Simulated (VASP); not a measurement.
## CsBr in VASP 6.6.1, single-point calculation

INCAR

```
BMIX = 3
NSW = 0
LASPH = .TRUE.
PREC = Accurate
ISIF = 2
GGA = PE
LCHARG = .FALSE.
NBANDS = 15
LREAL = Auto
ENCUT = 520
EDIFF = 1E-7
LWAVE = .FALSE.
SIGMA = 0.02
IBRION = -1
ISMEAR = -1
NELM = 69
```

KPOINTS

```
KPOINTS created by Atomic Simulation Environment
0
Gamma
6 6 6
0 0 0
```

POSCAR

```
Cs Br
 1.0000000000000000
     4.5478731989999996    0.0000000000000000    0.0000000000000000
     0.0000000000000000    4.5478731989999996    0.0000000000000000
     0.0000000000000000    0.0000000000000000    4.5478731989999996
 Cs  Br
   1   1
Cartesian
  0.0000000000000000  0.0000000000000000  0.0000000000000000
  2.2739365995000003  2.2739365995000003  2.2739365995000003
```

The recommended PBE PAW datasets give the neutral cell 16 valence electrons.

Command

```
mpirun -np 1 vasp_std
```

OSZICAR

```
N       E                     dE             d eps       ncg     rms          rms(c)
DAV:   1     0.925446643175E+02    0.92545E+02   -0.61614E+03   600   0.870E+02
DAV:   2     0.164762696228E+01   -0.90897E+02   -0.84377E+02   863   0.146E+02
DAV:   3    -0.623904019480E+01   -0.78867E+01   -0.78576E+01   817   0.487E+01
DAV:   4    -0.631807650572E+01   -0.79036E-01   -0.79029E-01   684   0.589E+00
DAV:   5    -0.631854708286E+01   -0.47058E-03   -0.47057E-03   817   0.470E-01    0.184E+00
DAV:   6    -0.617345848732E+01    0.14509E+00   -0.45287E-02   747   0.103E+00    0.138E+00
DAV:   7    -0.599000077891E+01    0.18346E+00   -0.37930E-01   740   0.298E+00    0.706E-01
DAV:   8    -0.599117744683E+01   -0.11767E-02   -0.29369E-02   663   0.110E+00    0.272E-01
DAV:   9    -0.599287118663E+01   -0.16937E-02   -0.82340E-03   775   0.555E-01    0.270E-01
DAV:  10    -0.599431242582E+01   -0.14412E-02   -0.28129E-03   600   0.320E-01    0.139E-01
DAV:  11    -0.599400994585E+01    0.30248E-03   -0.13278E-04   761   0.551E-02    0.844E-02
DAV:  12    -0.599449959473E+01   -0.48965E-03   -0.50713E-04   635   0.146E-01    0.380E-02
DAV:  13    -0.599455968871E+01   -0.60094E-04   -0.35161E-05   754   0.376E-02    0.879E-03
DAV:  14    -0.599457466430E+01   -0.14976E-04   -0.13091E-05   607   0.226E-02    0.514E-03
DAV:  15    -0.599457888099E+01   -0.42167E-05   -0.61195E-06   712   0.162E-02    0.189E-03
DAV:  16    -0.599457898498E+01   -0.10399E-06   -0.46093E-08   580   0.127E-03    0.994E-04
DAV:  17    -0.599457925941E+01   -0.27444E-06   -0.12306E-07   512   0.265E-03    0.425E-04
DAV:  18    -0.599457925050E+01    0.89144E-08   -0.13649E-08   335   0.884E-04
   1 F= -.59945793E+01 E0= -.59945793E+01  d E =-.611469E-12
```

Standard output (part)

```
POSCAR found type information on POSCAR CsBr
 POSCAR found :  2 types and       2 ions
|     You have a (more or less) 'small supercell' and for smaller cells       |
|     it is recommended to use the reciprocal-space projection scheme!        |
|     The real-space optimization is not efficient for small cells and it     |
|     is also less accurate ...                                               |
|     Therefore, set LREAL=.FALSE. in the INCAR file.                         |
 LDA part: xc-table for (Slater+PW92), standard interpolation
 POSCAR, INCAR and KPOINTS ok, starting setup
 WAVECAR not read
 entering main loop
```

From OUTCAR

```
k-points           NKPTS =     20   k-points in BZ     NKDIM =     20   number of bands    NBANDS=     15

   NELECT =      16.0000    total number of electrons

   dimension x,y,z NGX =    36 NGY =   36 NGZ =   36
   dimension x,y,z NGXF=    72 NGYF=   72 NGZF=   72

  energy-cutoff  :      520.00
  volume of cell :       94.06
      direct lattice vectors                 reciprocal lattice vectors
     4.547873199  0.000000000  0.000000000     0.219882999  0.000000000  0.000000000
     0.000000000  4.547873199  0.000000000     0.000000000  0.219882999  0.000000000
     0.000000000  0.000000000  4.547873199     0.000000000  0.000000000  0.219882999

 k-points in reciprocal lattice and weights: KPOINTS created by Atomic Simulation Env
   0.00000000  0.00000000  0.00000000       0.005
   0.16666667  0.00000000  0.00000000       0.028
   0.33333333  0.00000000  0.00000000       0.028
   0.50000000  0.00000000  0.00000000       0.014
   0.16666667  0.16666667  0.00000000       0.056
   0.33333333  0.16666667  0.00000000       0.111
   0.50000000  0.16666667  0.00000000       0.056
   0.33333333  0.33333333  0.00000000       0.056
   ...

 E-fermi :  -0.5631

 k-point     1 :       0.0000    0.0000    0.0000
  band No.  band energies     occupation
      1     -21.1648      2.00000
      2     -13.2544      2.00000
      3      -7.8180      2.00000
      4      -7.8180      2.00000
      5      -7.8180      2.00000
      6      -1.1030      2.00000
      7      -1.1030      2.00000
      8      -1.1030      2.00000
      9       2.8347      0.00000
     10       3.9454      0.00000
     11       3.9454      0.00000
     12       7.4570      0.00000
     13       7.4570      0.00000
     14       7.4570      0.00000
     15      10.3308      0.00000

 k-point     2 :       0.1667    0.0000    0.0000
  band No.  band energies     occupation
      1     -21.1588      2.00000
      2     -13.2525      2.00000
      3      -7.8884      2.00000
      4      -7.8050      2.00000
      5      -7.8050      2.00000
      6      -1.3984      2.00000
      7      -1.1268      2.00000
      8      -1.1268      2.00000
      9       3.3663      0.00000
     10       4.0929      0.00000
     11       4.4017      0.00000
     12       7.3157      0.00000
     13       7.3157      0.00000
     14       7.5652      0.00000
     15       9.2015      0.00000

 k-point     3 :       0.3333    0.0000    0.0000
  band No.  band energies     occupation
      1     -21.1467      2.00000
      2     -13.2492      2.00000
      3      -8.0213      2.00000
      4      -7.7787      2.00000
      5      -7.7787      2.00000
      6      -1.8721      2.00000
      7      -1.1760      2.00000
      8      -1.1760      2.00000
      9       4.4729      0.00000
     10       4.5274      0.00000
     11       5.3814      0.00000
     12       7.1453      0.00000
     13       7.1453      0.00000
     14       7.8206      0.00000
     15       7.8287      0.00000

 ...

  Total       -0.5629955     -0.5629955     -0.5629955      0.0000000      0.0000000     -0.0000000
  in kB       -9.5893792     -9.5893792     -9.5893792      0.0000000      0.0000000     -0.0000000
  external PRESSURE =      -9.5893792 kB  Pullay stress =       0.0000000 kB

 POSITION                                       TOTAL-FORCE (eV/Angst)
 -----------------------------------------------------------------------------------
      0.00000      0.00000      0.00000         0.000000      0.000000      0.000000
      2.27394      2.27394      2.27394         0.000000      0.000000      0.000000
 -----------------------------------------------------------------------------------
    total drift:                                0.000000      0.000000      0.000000

  FREE ENERGIE OF THE ION-ELECTRON SYSTEM (eV)
  ---------------------------------------------------
  free  energy   TOTEN  =        -5.9945792505 eV

  energy  without entropy=       -5.9945792505  energy(sigma->0) =       -5.99457925
```

It converged. Results: gap between bands v and c on the k mesh 3.89 eV; least direct gap on the k mesh 3.94 eV; pressure -1.0 GPa. Band v is the last that the valence electrons fill when counted band by band, and c is the next.

For comparison, a separate PBE run of the intended cell, on usual settings and not on those above, gives a gap of 3.89 eV on its mesh and a pressure of -1.0 GPa.

The run above took about 53 s on one core of a shared host (Intel Xeon Platinum 8488C) and held 0.21 GiB at most.
